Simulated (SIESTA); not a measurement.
Input of a SIESTA 5.4.2 run:

The input Hf.fdf:

```
SystemName                      Hf
SystemLabel                     Hf
NumberOfSpecies                 1
NumberOfAtoms                   5
%block ChemicalSpeciesLabel
  1  72 Hf
%endblock ChemicalSpeciesLabel

LatticeConstant                 1.0 Ang
%block LatticeVectors
     3.1395541085     0.0000000000     0.0000000000
    -1.5697770542     2.7189336145     0.0000000000
     0.0000000000     0.0000000000    25.2537407808
%endblock LatticeVectors
AtomicCoordinatesFormat         Fractional
%block AtomicCoordinatesAndAtomicSpecies
     0.6666666667     0.3333333333     0.2969857046  1  Hf
     0.3333333333     0.6666666667     0.3984928523  1  Hf
     0.0000000000     0.0000000000     0.5000000000  1  Hf
     0.6666666667     0.3333333333     0.6015071477  1  Hf
     0.3333333333     0.6666666667     0.7030142954  1  Hf
%endblock AtomicCoordinatesAndAtomicSpecies

%block kgrid.MonkhorstPack
   10   0   0  0.0
    0  10   0  0.0
    0   0   1  0.0
%endblock kgrid.MonkhorstPack
XC.Functional                   GGA
XC.Authors                      PBE
PAO.BasisSize                   DZP
PAO.EnergyShift                 0.003 Ry
Mesh.Cutoff                     800 Ry
OccupationFunction              FD
ElectronicTemperature           0.05 eV
Slab.DipoleCorrection           vacuum
MaxSCFIterations                120
SCF.MustConverge                false
SCF.Mixer.Method                Pulay
SCF.Mixer.Weight                0.25
SCF.Mixer.History               8
SCF.DM.Tolerance                5.0e-05
SCF.H.Tolerance                 1.0e-03 eV
WriteForces                     true
Charge.Mulliken                 end
%block PAO.Basis
  Hf 5
  n=5 0 2
    3.241 0.000
  n=6 0 2
    8.163 0.000
  n=5 1 2
    3.929 0.000
  n=6 1 1
    8.163
  n=5 2 2
    7.906 0.000
%endblock PAO.Basis
```

Potentials or basis: PseudoDojo 0.5 standard (PBE files), DZP (energy shift 0.003 Ry; two zetas on semicore shells).

Launch:

```console
$ siesta Hf.fdf > Hf.out 2>&1
```

Estimate the largest force.

0.688 eV/Å.

Estimate the band gap on the k mesh.

none (metal or under the smearing width).

Forces in eV/Å, atoms in the order of the input:
```
Hf   0.000  0.000  0.391
Hf   0.000  0.000 -0.688
Hf   0.000  0.000  0.000
Hf   0.000  0.000  0.688
Hf   0.000  0.000 -0.391
```

Caveat: the basis of atomic orbitals isn't converged, which shifts pressures, moduli and gaps. The run has no spin-orbit coupling, so splittings on Hf are missing.
